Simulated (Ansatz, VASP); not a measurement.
# BaZrO3: VASP beside Ansatz, part 2 of 2

Aim: how closely do two programs agree when they are given the same cell, functional and k mesh? Of the first pair: The cell is taken from a series of runs on this material, whose earlier steps may have relaxed, scaled, displaced or heated it; both programs get it as it stands.

VASP 6.6.1 and Ansatz 0.2.0.

So far: The starting structure; VASP: relaxation of cell and atoms, PBEsol.

### 3. Ansatz: relaxation of cell and atoms, PBEsol

Level of this step: Ansatz beside VASP: Kohn-Sham DFT, plane waves, PBEsol (Ansatz).

Ansatz runs on its PAW soft_1 files.

The same cell, functional, mesh and smearing now go to Ansatz.

File input.yaml:

```yaml
crystal:
  lattice:
    - [4.1806485123, 0.0, 0.0]
    - [0.0, 4.1806485123, 0.0]
    - [0.0, 0.0, 4.1806485123]
  atoms:
    - { symbol: Ba, position: [0.0, 0.0, 0.0] }
    - { symbol: Zr, position: [0.5, 0.5, 0.5] }
    - { symbol: O, position: [0.5, 0.5, 0.0] }
    - { symbol: O, position: [0.5, 0.0, 0.5] }
    - { symbol: O, position: [0.0, 0.5, 0.5] }
kpoints:
  mp_grid: { grid: [7, 7, 7] }
scf:
  occupations: { method: fermi_dirac, width: 0.02 }
hamiltonian:
  xc: pbesol
  pseudopotentials: { kind: paw, azcp: { folder: soft_1 }, xc_functional: pbe }
basis:
  ecutwfc: 600
output:
  forces: true
  stress: true
relax:
  f_tol: 0.005
  max_steps: 70
  cell: { stress_tol: 0.02, p_target: 0 }
```

Started as:

```console
$ ansatz run input.yaml --threads 4 --pin off --max-ram 10240MiB --backend cpu --events-out ev --progress --plain --runs-dir out
```

Numbers of over 12 decimals in the logs are rounded to 6 here.

The log of the run:

```text
Engine: ansatz 0.2.0, aarch64-unknown-linux-gnu
Pseudopotentials: kind: paw
Pseudopotential: Ba, paw, valence charge 10, recommended cutoff 420 eV (normal), soft_1/Ba.paw.azcp
Pseudopotential: Zr, paw, valence charge 12, recommended cutoff 420 eV (normal), soft_1/Zr.paw.azcp
Pseudopotential: O, paw, valence charge 6, recommended cutoff 420 eV (normal), soft_1/O.paw.azcp
Functional definition: PBEsol
  exchange = pbesol_x
  correlation = pbesol_c
Crystal: 5 atoms, lattice volume = 73.069 Å³
Basis set: ecut = 600 eV, 2469 PW (Γ), exchange–correlation on 72×72×72 points (8 copies of the dense FFT grid, shifted against one another)
Bands: 25, of which v1, the nominal top of the filled ones, is band 20 counted from 1 (19 counted from 0)
Symmetry: 48 space group operations
Space group: Pm-3m (ITA 221), of the structure as read, at distance tolerance 4.2e-5 Å
k-points: 20 of 343
Non-local potential: Ba, projectors of the file, l = 0: 3, l = 1: 2, l = 2: 2, l = 3: 2
Non-local potential: Zr, projectors of the file, l = 0: 3, l = 1: 2, l = 2: 2, l = 3: 1
Non-local potential: O, projectors of the file, l = 0: 2, l = 1: 2, l = 2: 1
PAW form: soft (Blöchl's): semilocal exchange-correlation on the pseudo side does not see the compensation charge
PAW frozen core: Ba, regenerated for the run's functional, and the local potential with it (the file was generated under x = pbe(κ = 0.804, μ = 0.219515), c = pbe(β = 0.066725))
PAW frozen core: Zr, regenerated for the run's functional, and the local potential with it (the file was generated under x = pbe(κ = 0.804, μ = 0.219515), c = pbe(β = 0.066725))
PAW frozen core: O, regenerated for the run's functional, and the local potential with it (the file was generated under x = pbe(κ = 0.804, μ = 0.219515), c = pbe(β = 0.066725))
PAW one-centre angular grid: Ba, 194 points (default); XC on 64 Gauss nodes
PAW one-centre angular grid: Zr, 590 points (default); XC on 64 Gauss nodes
PAW one-centre angular grid: O, 110 points (default); XC on 64 Gauss nodes
Initial density: superposition of atomic densities (chi_scale 0.1, normalization cell, long waves kept (reshape's long-wave potential 0.00 eV rms))
Initial wavefunctions: pseudopotential atomic-orbital guess
Functional: x = pbesol(κ = 0.804, μ = 0.123457), c = pbesol(β = 0.046)
SCF iter   1: F=—  HF=-11683.427125 eV  |F-HF|=—  |Δ(HF+E_count)|=         —  Δρ=5.92e-2  dr2=1.75e0  ethr=3.10e-3  ⟨swp⟩=9.2  Hψ=2871  notcnv=0
preconditioner: auto → Resta (q_TF=auto, 2.468 Å⁻¹)  ε∞=4.0  [insulator: Δε(μ)=2.690 eV  Ē_g=15.105 eV  σ=0.020 eV  W_gap=1.00  n_scr=18 (ndim 8)  ℏωp=26.1 eV  f_vac=0.000  D(μ)=0.00/eV (n_scr^D=0)  ε∞_Penn≈4.0]
SCF iter   2: F=—  HF=-11683.199408 eV  |F-HF|=—  |Δ(HF+E_count)|=   2.28e-1  Δρ=2.38e-2  dr2=4.27e-1  ethr=3.10e-3  ⟨swp⟩=2.8  Hψ=942  notcnv=0  defer=20
SCF iter   3: F=—  HF=-11683.184144 eV  |F-HF|=—  |Δ(HF+E_count)|=   1.53e-2  Δρ=1.35e-2  dr2=1.09e-1  ethr=1.07e-3  ⟨swp⟩=2.2  Hψ=751  notcnv=0  defer=20
SCF iter   4: F=—  HF=-11683.186339 eV  |F-HF|=—  |Δ(HF+E_count)|=   2.20e-3  Δρ=2.01e-3  dr2=1.79e-3  ethr=2.72e-4  ⟨swp⟩=3.1  Hψ=939  notcnv=0  defer=20
SCF iter   5: F=—  HF=-11683.188052 eV  |F-HF|=—  |Δ(HF+E_count)|=   1.71e-3  Δρ=2.78e-4  dr2=4.22e-5  ethr=4.47e-6  ⟨swp⟩=2.1  Hψ=835  notcnv=0  defer=20
SCF iter   6: F=—  HF=-11683.188098 eV  |F-HF|=—  |Δ(HF+E_count)|=   4.64e-5  Δρ=6.46e-5  dr2=2.94e-6  ethr=1.06e-7  ⟨swp⟩=2.0  Hψ=866  notcnv=0  defer=20
SCF iter   7: F=—  HF=-11683.188100 eV  |F-HF|=—  |Δ(HF+E_count)|=   1.69e-6  Δρ=1.21e-5  dr2=1.29e-7  ethr=7.34e-9  ⟨swp⟩=2.4  Hψ=823  notcnv=0  defer=20
SCF iter   8: F=-11683.188100 eV  HF=-11683.188100 eV  |F-HF|=5.82e-11  |Δ(HF+E_count)|=   4.82e-8  Δρ=2.91e-6  dr2=3.65e-9  ethr=2.50e-10  ⟨swp⟩=4.0  Hψ=1723  notcnv=0
SCF 1 converged in 8 iterations: F = -11683.188100 eV  dr2 = 3.65e-9
  greatest PAW one-centre occupation: 0.996 electrons in one spin orbital (limit 2), on the Zr atom at site 1 (counted from 0), in its partial waves of l = 0
relax step   1: F+E_penalty+E_count = -11683.18809974 eV  Δ(F+E_penalty+E_count) = +0.000e0 eV  max|allowed force component| = 8.951e-29 eV/Å  Δτ_max = 0.0000 Å  P = -0.006 GPa  Ω = 73.069 Å³  (8 SCF iters, dr2 threshold 1.00e-7 eV, accepted)
Initial density: handed on by an earlier stage of this run
Initial wavefunctions: pseudopotential atomic-orbital guess (no wavefunctions were taken with the density)
iter 1 solved again at ethr=9.47e-8 eV; its pass at ethr=3.10e-3 eV (dr2=3.79e-5 eV) is discarded
SCF iter   1: F=—  HF=-11683.188105 eV  |F-HF|=—  |Δ(HF+E_count)|=         —  Δρ=3.41e-6  dr2=4.09e-9  ethr=9.47e-8  ⟨swp⟩=3.0  Hψ=4190  notcnv=0
eigensolver tolerance schedule: the retry pair's looser diagonalisation over-reported the residual by 9255.48 of it (diagonalisation noise at 0.39 of the residual, at the tolerance the schedule requests for it); recorded, not acted on — ethr = c·dr2/N_el stays at c = 1.0e-1
preconditioner: auto → Resta (q_TF=auto, 2.468 Å⁻¹)  ε∞=3.8  [insulator: Δε(μ)=3.238 eV  Ē_g=16.090 eV  σ=0.020 eV  W_gap=1.00  n_scr=18 (ndim 8)  ℏωp=26.8 eV  f_vac=0.000  D(μ)=0.00/eV (n_scr^D=0)  ε∞_Penn≈3.8]
SCF iter   2: F=—  HF=-11683.188100 eV  |F-HF|=—  |Δ(HF+E_count)|=   5.74e-6  Δρ=1.39e-6  dr2=1.02e-9  ethr=1.02e-11  ⟨swp⟩=3.0  Hψ=1080  notcnv=0
SCF iter   3: F=—  HF=-11683.188100 eV  |F-HF|=—  |Δ(HF+E_count)|=  4.51e-10  Δρ=8.16e-7  dr2=3.41e-10  ethr=2.55e-12  ⟨swp⟩=2.8  Hψ=863  notcnv=0
SCF iter   4: F=—  HF=-11683.188100 eV  |F-HF|=—  |Δ(HF+E_count)|=  2.55e-10  Δρ=2.61e-7  dr2=2.87e-11  ethr=1.00e-12  ⟨swp⟩=2.8  Hψ=935  notcnv=0
SCF iter   5: F=-11683.188100 eV  HF=-11683.188100 eV  |F-HF|=1.82e-12  |Δ(HF+E_count)|=  1.27e-11  Δρ=8.43e-8  dr2=2.21e-12  ethr=1.00e-12  ⟨swp⟩=5.8  Hψ=2145  notcnv=0
SCF 2 converged in 5 iterations: F = -11683.188100 eV  dr2 = 2.21e-12
relax step   2: F+E_penalty+E_count = -11683.18809974 eV  Δ(F+E_penalty+E_count) = -1.057e-9 eV  max|allowed force component| = 8.541e-29 eV/Å  Δτ_max = 0.0000 Å  P = -0.006 GPa  Ω = 73.069 Å³  stress off target by 6.46e-3 GPa  SCF on the basis re-selected at this cell (its energy is not comparable with the rows above)  (5 SCF iters)
basis re-selected at this cell: Δ(F+E_penalty+E_count) = -1.057e-9 eV, ΔP = -0.000 GPa vs the last step (what re-selecting the basis moved, of the pressure what is left beyond the Pulay correction that the steps carried, after the strain that the cell walked since its last selection, with what the two solves' SCF thresholds leave and, on support functions, any second-order correction that the steps lacked; it is no m [...]
SCF converged after 5 iterations
Free energy (F): -11683.188100 eV
Harris-Foulkes:  -11683.188100 eV  (|F-HF|=1.82e-12)
Internal energy: -11683.188100 eV  (E = F + TS)
E sigma→0 (E₀):  -11683.188100 eV
Fermi energy:    11.332635 eV
--- Per-component energies (eV) ---
  E_band       = -91.976255
  E_kinetic    = 982.988885
  E_local      = -1925.569538  (includes V_loc(G=0)·N_el)
  E_nonlocal   = 325.820423
  E_hartree    = 689.287280
  E_xc         = -565.799958
  E_vxc        = -587.316910  (∫ρ·V_xc dr)
  E_paw        = -8489.672794  (= ΣΔE_a)
  E_vpaw       = -266.474238  (= ΣTr[D̂ρ^β])
  E_aug_tail   = 0.000569  (compensation charges beyond the density's cutoff)
  E_ewald      = -2700.665989
  E_core_change = 0.423022  (= ΣΔE_core)
  E_smearing   = -0.000000  (= −TS)
  E_closure    = -0.000000  (closes the sum)
  Σ components = -11683.188100   (vs F -11683.188100, Δ=0.00e0)
--- Forces (eV/Å), atoms counted from 1 ---
  atom   1  Ba    -0.00000000     0.00000000    -0.00000000
  atom   2  Zr     0.00000000    -0.00000000     0.00000000
  atom   3  O      0.00000000     0.00000000    -0.00000000
  atom   4  O      0.00000000    -0.00000000     0.00000000
  atom   5  O      0.00000000     0.00000000     0.00000000
  max |Σ_I F_I| component: 2.30e-28 eV/Å
--- Stress (GPa, compression-positive) ---
       -0.006461       0.000000       0.000000
        0.000000      -0.006461       0.000000
        0.000000       0.000000      -0.006461
  P = ⅓ Tr σ = -0.0065 GPa (-0.065 kbar)
--- Relaxed structure (1 steps of the walk, 1 accepted, 1 SCFs on fresh bases) ---
  F+E_penalty+E_count = -11683.18809974 eV   max|allowed force component| = 8.541e-29 eV/Å   (the final SCF, on the basis selected at the relaxed cell)
  cell:  # Å, volume = 73.0686 Å³
    - [4.1806485123, 0.0, 0.0]
    - [0.0, 4.1806485123, 0.0]
    - [0.0, 0.0, 4.1806485123]
  atoms:
    - { symbol: Ba, position: [0.0, 0.0, 0.0] }
    - { symbol: Zr, position: [0.500000, 0.500000, 0.500000] }
    - { symbol: O, position: [0.500000, 0.500000, 0.0] }
    - { symbol: O, position: [0.500000, 0.0, 0.500000] }
    - { symbol: O, position: [0.0, 0.500000, 0.500000] }
```

### 4. Comparison

Known differences besides the potentials themselves: Ansatz makes its cores anew for this functional, VASP keeps those of its PBE data sets; Ansatz adds a Pulay correction to the stress that steers its cell, VASP none. Total energies have different zeros and are not compared.

Both answers:

```tsv
quantity	Ansatz	VASP	difference
volume (Å³)	73.07	73.53	-0.63 %
edge a after relaxation, in the typed setting (Å)	4.181	4.189	-0.21 %
```

### 5. Ansatz: relaxation, PBEsol

This run makes the geometry at which the two programs are then compared.

The structure compared here is the end of the Ansatz relaxation.

Changes to input.yaml since step 3:

```diff
@@ -26,2 +26,2 @@
   max_steps: 70
-  cell: { stress_tol: 0.02, p_target: 0 }
+  cell: { stress_tol: 0.02, p_target: 5 }
```

The log of the run:

```text
[...]
Crystal: 5 atoms, lattice volume = 73.069 Å³
Basis set: ecut = 600 eV, 2469 PW (Γ), exchange–correlation on 72×72×72 points (8 copies of the dense FFT grid, shifted against one another)
Bands: 25, of which v1, the nominal top of the filled ones, is band 20 counted from 1 (19 counted from 0)
Symmetry: 48 space group operations
[...]
k-points: 20 of 343
[...]
P = ⅓ Tr σ = 4.9979 GPa (49.979 kbar)
--- Relaxed structure (4 steps of the walk, 4 accepted, 1 SCFs on fresh bases) ---
[...]
cell:  # Å, volume = 70.9925 Å³
    - [4.140672, 0, 0]
    - [0, 4.140672, 0]
    - [0, 0, 4.140672]
  atoms:
    - { symbol: Ba, position: [0, 0, 0] }
    - { symbol: Zr, position: [0.5, 0.5, 0.5] }
    - { symbol: O, position: [0.5, 0.5, 0] }
    - { symbol: O, position: [0.5, 0, 0.5] }
    - { symbol: O, position: [0, 0.5, 0.5] }
[key lines of the parts left out:]
SCF converged after 6 iterations
Free energy (F): -11683.156590 eV
Fermi energy:    11.747781 eV
```

### 6. VASP: single point, PBEsol, pair 2

The same cell, functional, mesh and smearing now go to VASP, with its own data sets.

File INCAR:

```
SYSTEM = BaZrO3
PREC = Accurate
ENCUT = 600
EDIFF = 1E-06
NELM = 120
ISMEAR = -1
SIGMA = 0.02
LREAL = .FALSE.
ALGO = Normal
GGA = PS
NBANDS = 26
LASPH = .TRUE.
LORBIT = 11
LWAVE = .FALSE.
LCHARG = .FALSE.
ISIF = 2
GGA_COMPAT = .FALSE.
EFERMI = MIDGAP
KPAR = 2
```

File POSCAR:

```
BaZrO3
1.0
    4.1406718181      0.0000000000      0.0000000000
    0.0000000000      4.1406718181      0.0000000000
    0.0000000000      0.0000000000      4.1406718181
Ba Zr O
1 1 3
Direct
    0.0000000000      0.0000000000      0.0000000000
    0.5000000000      0.5000000000      0.5000000000
    0.5000000000      0.5000000000      0.0000000000
    0.5000000000      0.0000000000      0.5000000000
    0.0000000000      0.5000000000      0.5000000000
```

File KPOINTS:

```
Automatic mesh
0
Gamma
7 7 7
0 0 0
```

PAW data sets: Ba_sv, Zr_sv and O (PBE family, release 64).

Started as:

```console
$ mpirun -np 2 vasp_std
```

The log of the run:

```text
[banner, memory and clock lines left out]
running    2 mpi-ranks, on    1 nodes
[...]
[... a notice as in an earlier step ...]

 LDA part: xc-table for (Slater+PW92), standard interpolation
 POSCAR, INCAR and KPOINTS ok, starting setup
[...]
entering main loop
       N       E                     dE             d eps       ncg     rms          rms(c)
DAV:   1     0.343324930183E+03    0.34332E+03   -0.24042E+04  1040   0.169E+03
DAV:   2    -0.280057713365E+02   -0.37133E+03   -0.36133E+03  1292   0.393E+02
DAV:   3    -0.497618978314E+02   -0.21756E+02   -0.21699E+02  1620   0.921E+01
DAV:   4    -0.503607881710E+02   -0.59889E+00   -0.59826E+00  1502   0.122E+01
[...]
DAV:  12    -0.435776666477E+02   -0.16133E-04   -0.11397E-04  1390   0.770E-02    0.321E-02
DAV:  13    -0.435776655888E+02    0.10589E-05   -0.99890E-06  1450   0.219E-02    0.493E-03
DAV:  14    -0.435776654017E+02    0.18706E-06   -0.10305E-06   798   0.853E-03
   1 F= -.43577665E+02 E0= -.43577665E+02  d E =0.000000E+00
```

Parts of OUTCAR (step 6):

```text
  Total        2.7404403      2.7404403      2.7404403     -0.0000000     -0.0000000      0.0000000
  in kB       61.8469802     61.8469802     61.8469802     -0.0000000     -0.0000000      0.0000000
  external PRESSURE =      61.8469802 kB  Pullay stress =       0.0000000 kB

 POSITION                                       TOTAL-FORCE (eV/Angst)
 -----------------------------------------------------------------------------------
      0.00000      0.00000      0.00000         0.000000      0.000000      0.000000
      2.07034      2.07034      2.07034         0.000000      0.000000      0.000000
      2.07034      2.07034      0.00000         0.000000      0.000000      0.000000
      2.07034      0.00000      2.07034         0.000000      0.000000      0.000000
      0.00000      2.07034      2.07034         0.000000      0.000000      0.000000
 -----------------------------------------------------------------------------------
    total drift:                                0.000000      0.000000      0.000000

  FREE ENERGIE OF THE ION-ELECTRON SYSTEM (eV)
  ---------------------------------------------------
  free  energy   TOTEN  =       -43.5776654017 eV

  energy  without entropy=      -43.5776654017  energy(sigma->0) =      -43.57766540

[... 1 part as in an earlier step ...]

[... 2 further parts left out ...]
[key lines of the parts left out:]
E-fermi :   5.4592
```

The run ends at a pressure of 6.18 GPa.

### 7. Differences

What differs besides the data sets and the points named for the pairs above, as far as they apply: Ansatz's pressure holds a Pulay correction, VASP's none. Total energies have different zeros and are not compared.

The two programs side by side:

```tsv
quantity	Ansatz	VASP	difference
pressure (GPa)	5.00	6.18	-1.19
gap on the k mesh (eV)	3.302	3.239	+0.063
```

A gap on the mesh is an upper bound, since the band edges may lie between its points.

### 8. Ansatz: relaxation, PBEsol

This run makes the geometry at which the two programs are then compared. The cell compared in this pair holds 74.99 Å³, against 70.99 Å³ for the pair before.

The structure compared here is the end of the Ansatz relaxation.

Changes to input.yaml since step 5:

```diff
@@ -26,2 +26,2 @@
   max_steps: 70
-  cell: { stress_tol: 0.02, p_target: 5 }
+  cell: { stress_tol: 0.02, p_target: -4 }
```

Started as:

```console
$ ansatz run input.yaml --threads 4 --pin off --max-ram 10240MiB --backend cpu --events-out ev --progress --plain --runs-dir out
```

The log of the run:

```text
[...]
Crystal: 5 atoms, lattice volume = 73.069 Å³
Basis set: ecut = 600 eV, 2469 PW (Γ), exchange–correlation on 72×72×72 points (8 copies of the dense FFT grid, shifted against one another)
Bands: 25, of which v1, the nominal top of the filled ones, is band 20 counted from 1 (19 counted from 0)
Symmetry: 48 space group operations
[...]
k-points: 20 of 343
[...]
P = ⅓ Tr σ = -3.9980 GPa (-39.980 kbar)
--- Relaxed structure (4 steps of the walk, 4 accepted, 1 SCFs on fresh bases) ---
[...]
cell:  # Å, volume = 74.9896 Å³
    - [4.216968, 0, 0]
    - [0, 4.216968, 0.0]
    - [0, 0.0, 4.216968]
  atoms:
    - { symbol: Ba, position: [0, 0, 0] }
    - { symbol: Zr, position: [0.5, 0.5, 0.5] }
    - { symbol: O, position: [0.5, 0.5, 0] }
    - { symbol: O, position: [0.5, 0, 0.5] }
    - { symbol: O, position: [0, 0.5, 0.5] }
[key lines of the parts left out:]
SCF converged after 6 iterations
Free energy (F): -11683.163525 eV
Fermi energy:    10.966827 eV
```

### 9. VASP: single point, PBEsol, pair 3

The same cell, functional, mesh and smearing now go to VASP, with its own data sets.

INCAR is that of step 6.

Changes to POSCAR since step 6:

```diff
@@ -2,5 +2,5 @@
 1.0
-    4.1406718181      0.0000000000      0.0000000000
-    0.0000000000      4.1406718181      0.0000000000
-    0.0000000000      0.0000000000      4.1406718181
+    4.2169680745      0.0000000000      0.0000000000
+    0.0000000000      4.2169680745      0.0000000000
+    0.0000000000      0.0000000000      4.2169680745
 Ba Zr O
```

KPOINTS is that of step 6.

Started as:

```console
$ mpirun -np 2 vasp_std
```

The log of the run:

```text
[... set-up lines as in an earlier step ...]
 entering main loop
       N       E                     dE             d eps       ncg     rms          rms(c)
DAV:   1     0.347012869879E+03    0.34701E+03   -0.23836E+04  1040   0.168E+03
DAV:   2    -0.268580169665E+02   -0.37387E+03   -0.36446E+03  1324   0.388E+02
DAV:   3    -0.498341379603E+02   -0.22976E+02   -0.22912E+02  1570   0.935E+01
DAV:   4    -0.505279793851E+02   -0.69384E+00   -0.69318E+00  1474   0.128E+01
[...]
DAV:  12    -0.436180426600E+02   -0.21903E-04   -0.12870E-04  1372   0.798E-02    0.288E-02
DAV:  13    -0.436180396850E+02    0.29750E-05   -0.13741E-05  1406   0.250E-02    0.408E-03
DAV:  14    -0.436180396980E+02   -0.13066E-07   -0.16727E-06   926   0.103E-02
   1 F= -.43618040E+02 E0= -.43618040E+02  d E =0.000000E+00
```

Parts of OUTCAR (step 9):

```text
  Total       -1.4397332     -1.4397332     -1.4397332      0.0000000      0.0000000     -0.0000000
  in kB      -30.7603784    -30.7603784    -30.7603784      0.0000000      0.0000000     -0.0000000
  external PRESSURE =     -30.7603784 kB  Pullay stress =       0.0000000 kB

 POSITION                                       TOTAL-FORCE (eV/Angst)
 -----------------------------------------------------------------------------------
      0.00000      0.00000      0.00000         0.000000      0.000000      0.000000
      2.10848      2.10848      2.10848         0.000000      0.000000      0.000000
      2.10848      2.10848      0.00000         0.000000      0.000000      0.000000
      2.10848      0.00000      2.10848         0.000000      0.000000      0.000000
      0.00000      2.10848      2.10848         0.000000      0.000000      0.000000
 -----------------------------------------------------------------------------------
    total drift:                                0.000000      0.000000      0.000000

  FREE ENERGIE OF THE ION-ELECTRON SYSTEM (eV)
  ---------------------------------------------------
  free  energy   TOTEN  =       -43.6180396980 eV

  energy  without entropy=      -43.6180396980  energy(sigma->0) =      -43.61803970

[... 1 part as in an earlier step ...]

[... 2 further parts left out ...]
[key lines of the parts left out:]
E-fermi :   5.0113
```

The run ends at a pressure of -3.08 GPa.

### 10. Side by side

Compared:

```tsv
quantity	Ansatz	VASP	difference
pressure (GPa)	-4.00	-3.08	-0.92
gap on the k mesh (eV)	3.179	3.124	+0.054
```

A gap on the mesh is an upper bound, since the band edges may lie between its points.

### 11. Results

| Quantity | Value |
| --- | --- |
| difference in volume (relaxation of cell and atoms, PBEsol) | -0.63 % |
| difference in pressure (single point, PBEsol, pair 2) | -1.2 GPa |
| difference in gap on the k mesh (single point, PBEsol, pair 2) | 0.063 eV |
| difference in gap on the k mesh (single point, PBEsol, pair 3) | 0.054 eV |
| difference in pressure (single point, PBEsol, pair 3) | -0.92 GPa |

In words: The difference in pressure is -1.2 GPa (single point, PBEsol, pair 2), beyond the 1 GPa picked in this series as the mark of a large difference. What causes the difference of the single point, PBEsol, pair 2 pair stays open here. 4 further runs of this series are not shown here. How closely two codes agree says nothing of how well the functional describes the real material.

[Lines on the potential files, build, host, timing and source positions are cut from VASP's logs without a mark.]

[Logs are printed without paths, hosts, clocks, repeated set-up lines and the standing remarks that a program may print on its own settings, such as how far it seeks lower states.]

[Hosts, paths, dates, database ids (printed as entryN), source tags and the programs' standing remarks are cut or masked in the printed files.]
